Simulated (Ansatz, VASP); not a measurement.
# Ag in VASP and in Ansatz

Contents of INCAR:

```
ALGO     = Normal         # electronic algorithm
EDIFF    = 1E-6           # SCF threshold, eV
ENCUT    = 520            # plane-wave cutoff, eV
GGA      = PE             # functional
ISIF     = 2              # what is computed and relaxed
ISMEAR   = -1             # smearing method
LASPH    = True           # aspherical terms in the spheres
LCHARG   = False          # write CHGCAR
LREAL    = False          # projectors in reciprocal space
LWAVE    = False          # write WAVECAR
NBANDS   = 12             # bands
NELM     = 60             # most SCF steps
PREC     = Accurate       # precision mode
SIGMA    = 0.1            # smearing width, eV
```

KPOINTS

```
k-points
0
Gamma
  21 21 21
```

Contents of POSCAR:

```
Ag
1.0
    0.0000000000      2.0166027781      2.0166027781
    2.0166027781      0.0000000000      2.0166027781
    2.0166027781      2.0166027781      0.0000000000
Ag
1
Direct
    0.0000000000      0.0000000000      0.0000000000
```

Input for Ansatz:

```yaml
crystal:
  lattice:
    - [0.0, 2.0166027781, 2.0166027781]
    - [2.0166027781, 0.0, 2.0166027781]
    - [2.0166027781, 2.0166027781, 0.0]
  atoms:
    - { symbol: Ag, position: [0.0, 0.0, 0.0] }
hamiltonian:
  xc: pbe
  pseudopotentials:
    kind: paw
    azcp:
      Ag: "pseudopotentials/Ag.paw.azcp"
basis:
  ecutwfc: 420
  fft_grid_basis: typed
kpoints:
  mp_grid: { grid: [21, 21, 21], shift: [0, 0, 0] }
magnetization:
  spin_polarized: false
scf:
  occupations: { method: fermi_dirac, width: 0.1 }
output:
  stress: true
```

Alike in both runs: task single point; functional PBE; k mesh 21 × 21 × 21; occupations fermi-dirac, width 0.1 eV; no spin polarisation.

```csv
,VASP,Ansatz
version,VASP 6.6.1,Ansatz 0.2.0
potentials or method,"VASP PAW PBE potentials, release 64 (Ag)","plane waves (420 eV) with PAW, scalar-relativistic"
plane-wave cutoff (eV),520,420
valence electrons in the cell,11,19
```

VASP gave:

```
pressure (GPa) : 9.6
```

Problem. Which values does Ansatz return?

Solution. Pressure (GPa): 9.8.

The two sets of potentials don't hold the same shells in valence.
